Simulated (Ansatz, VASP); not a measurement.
## One calculation of AlN, two programs

```
CELL_PARAMETERS angstrom
0.00000 2.16856 2.13554
2.16856 0.00000 2.13554
2.16856 2.16856 0.00000
ATOMIC_POSITIONS crystal
Al 0.00000 0.00000 0.00000
N 0.75000 0.75000 0.75000
```

Change from the starting cell: strain -0.015 along x and y, -0.030 along z, atoms carried along.

Alike in both runs: task single point; functional PBE; k mesh 10 × 10 × 10; occupations gaussian, width 0.05 eV; no spin polarisation.

|  | VASP | Ansatz |
| --- | --- | --- |
| version | VASP 6.6.1 | Ansatz 0.2.0 |
| potentials or method | VASP PAW PBE potentials, release 64 (Al, N) | scalar-relativistic, plane waves, PAW |
| plane-wave cutoff (eV) | 520 | 420 |
| valence electrons in the cell | 8 | 8 |

```tsv
	VASP	Ansatz	Ansatz less VASP
gap on the k mesh at the Fermi level (eV)	3.25	3.26	+0.009
least direct gap on the mesh (eV)	4.48	4.47	-0.012
pressure (GPa)	12.9	13.1	+0.26
largest component of the traceless stress (GPa)	1.22	1.21	-0.008
```

A k mesh can miss the band edges.
